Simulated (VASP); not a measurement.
# PbS: molecular dynamics at constant energy

PbS, Pnma (no. 62), 8 atoms in the cell. PBE, molecular dynamics; PAW potentials Pb, S (PBE set).

Ensemble: NVE; Starting temperature (K): 1000.

## Input

INCAR:
```
GGA = PE ; PREC = Normal
ENCUT = 260 ; EDIFF = 1E-6
NELMIN = 4 ; NELM = 60
ALGO = Normal ; LREAL = Auto
LASPH = T ; ISMEAR = 0
SIGMA = 0.05 ; ISYM = 0
LWAVE = F ; LCHARG = F
IBRION = 0 ; NSW = 60
POTIM = 2.0 ; TEBEG = 1000
ISIF = 2 ; RANDOM_SEED = 45857 0 0
MDALGO = 1 ; ANDERSEN_PROB = 0.0
KPAR = 2
```

KPOINTS:
```
k-points
0
Gamma
  2 3 2
```

POSCAR:
```
PbS
1.0
    8.4331939300      0.0000000000      0.0000000000
    0.0000000000      4.2305071600      0.0000000000
    0.0000000000      0.0000000000      5.9824948000
Pb S
4 4
Direct
    0.3762350600      0.2500000000      0.2500887600
    0.8762350600      0.2500000000      0.2499112400
    0.6237649400      0.7500000000      0.7499112400
    0.1237649400      0.7500000000      0.7500887600
    0.6252436600      0.7500000000      0.2509490300
    0.1252436600      0.7500000000      0.2490509700
    0.3747563400      0.2500000000      0.7490509700
    0.8747563400      0.2500000000      0.7509490300
```

Commands:
```
cat potpaw_PBE.64/Pb/POTCAR potpaw_PBE.64/S/POTCAR > POTCAR
mpirun -np 2 vasp_std > vasp.out
```

## Result

- Rise of the mean potential energy above the start (meV/atom): 49.8
- Mean temperature (K): 559
- Electronic steps per ionic step after the first: 4.1

Course of the run:

| Time (fs) | Temperature (K) | Potential energy less the first (meV/atom) |
|---|---|---|
| 2 | 1000 | 0.0 |
| 12 | 980 | 2.3 |
| 20 | 916 | 9.5 |
| 30 | 768 | 26.1 |
| 38 | 614 | 43.6 |
| 48 | 426 | 64.8 |
| 56 | 330 | 75.7 |
| 66 | 302 | 78.9 |
| 74 | 323 | 76.5 |
| 84 | 355 | 72.8 |
| 92 | 381 | 69.9 |
| 102 | 440 | 63.3 |
| 110 | 522 | 54.0 |
| 120 | 661 | 38.2 |

The mean temperature lies below the starting 1000 K, since the atoms start on their sites and part of their kinetic energy turns into potential energy.

REPORT:
```
MDALGO =   1
         ANDERSEN_PROB =  0.00000000
               SCALING =       0
                 CNEXP =     9.000   14.000
           RANDOM_SEED =             45857                0                0

   original number of atomic DOF:         21
   number of independent constraints:      0
   number of active DOF:                  21

========================================
         MD step No.       1
========================================

  Atomic velocities initialized by STEP_tb

  >Energies
                    E_tot             E_pot             E_kin               EPS                ES
   e_b>   -0.33657831E+02   -0.34562525E+02    0.90469349E+00    0.00000000E+00    0.00000000E+00

  >Temperature
               T_sim     T_inst
   tmprt>   1000.000    999.854

  >Thermostat, num. of collisions:                0

           RANDOM_SEED =             45857               96                0

[... steps left out ...]

========================================
         MD step No.      60
========================================

  >Energies
                    E_tot             E_pot             E_kin               EPS                ES
   e_b>   -0.33658286E+02   -0.34256701E+02    0.59841460E+00    0.00000000E+00    0.00000000E+00

  >Temperature
               T_sim     T_inst
   tmprt>   1000.000    661.359

  >Thermostat, num. of collisions:                0

           RANDOM_SEED =             45857             2928                0
```

OSZICAR:
```
N       E                     dE             d eps       ncg     rms          rms(c)
DAV:   1     0.152964034915E+03    0.15296E+03   -0.10328E+04   400   0.744E+02
DAV:   2    -0.196163221968E+02   -0.17258E+03   -0.17021E+03   516   0.166E+02
DAV:   3    -0.363146232007E+02   -0.16698E+02   -0.16609E+02   502   0.571E+01
DAV:   4    -0.366949706229E+02   -0.38035E+00   -0.38008E+00   484   0.989E+00
DAV:   5    -0.367087076115E+02   -0.13737E-01   -0.13735E-01   550   0.171E+00    0.188E+01
DAV:   6    -0.345286836619E+02    0.21800E+01   -0.79594E+00   439   0.963E+00    0.118E+01
DAV:   7    -0.345716584251E+02   -0.42975E-01   -0.16379E+00   537   0.440E+00    0.722E+00
DAV:   8    -0.345614836828E+02    0.10175E-01   -0.12408E-01   501   0.146E+00    0.225E+00
DAV:   9    -0.345622622326E+02   -0.77855E-03   -0.56764E-03   518   0.340E-01    0.104E+00
DAV:  10    -0.345624415900E+02   -0.17936E-03   -0.27340E-03   548   0.207E-01    0.101E-01
DAV:  11    -0.345625049336E+02   -0.63344E-04   -0.23235E-04   501   0.682E-02    0.624E-02
DAV:  12    -0.345625251686E+02   -0.20235E-04   -0.26096E-05   447   0.269E-02    0.244E-02
[... left out ...]
     58 T=   603. E= -.33658279E+02 F= -.34204114E+02 E0= -.34204114E+02  EK= 0.54584E+00 SP= 0.00E+00 SK= 0.00E+00
     59 T=   632. E= -.33658260E+02 F= -.34230279E+02 E0= -.34230279E+02  EK= 0.57202E+00 SP= 0.00E+00 SK= 0.00E+00
[... last step whole ...]
       N       E                     dE             d eps       ncg     rms          rms(c)
DAV:   1    -0.342566741932E+02   -0.26395E-01   -0.44295E-02   669   0.173E+00    0.193E-02
DAV:   2    -0.342567007565E+02   -0.26563E-04   -0.28459E-04   431   0.878E-02    0.141E-02
DAV:   3    -0.342567010704E+02   -0.31390E-06   -0.51577E-06   528   0.113E-02    0.899E-03
DAV:   4    -0.342567009438E+02    0.12664E-06   -0.23983E-07   271   0.280E-03
     60 T=   661. E= -.33658286E+02 F= -.34256701E+02 E0= -.34256701E+02  EK= 0.59841E+00 SP= 0.00E+00 SK= 0.00E+00
```

Limits: 120 fs of 8 atoms are too short for converged averages; the cell is only 4.2 Å across, so each atom moves in step with near copies of itself.

VASP 6.6.1 took 298 s on 2 cores (AMD EPYC 7R13 (Zen 3)), a shared host.
